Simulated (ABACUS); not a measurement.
# ZrB2 in ABACUS: the effect of dispersion

Crystal: ZrB2.

```
Zr B
1.0
     3.19099    0.00000    0.00000
    -1.59550    2.76348    0.00000
     0.00000    0.00000    3.55640
Zr B
1 2
Direct
  0.00000 0.00000 0.00000
  0.66667 0.33333 0.50000
  0.33333 0.66667 0.50000
```

The cell isn't the ideal one: volume scaled by 1.02.

Alike in all runs:

* Program: ABACUS 3.10.1
* Task: equation of state
* Functional: PBE
* Potentials or basis: PseudoDojo NC SR 0.4.1 PBE standard
* Cutoff: 1034 eV
* Density cutoff: 4136 eV
* Basis: plane waves
* k mesh: 7 × 7 × 6
* Occupations: fermi-dirac, width 0.05 eV
* Spin: no spin polarisation

Problem. One run gave: pressure -3.8 GPa. Which dispersion did it use?
A. D3(BJ)+ABC
B. none
C. D3(BJ)
D. D2
E. D3

Solution. B.

```tsv
dispersion	pressure (GPa)
none	-3.8
D2	-8.3
D3	-8.8
D3(BJ)	-9.8
D3(BJ)+ABC	-8.8
```

Caveats: there are fewer bands than atomic start orbitals, so a level may be missed at k points of high symmetry; pairwise dispersion overbinds metals, which lowers pressure and volume (some runs).
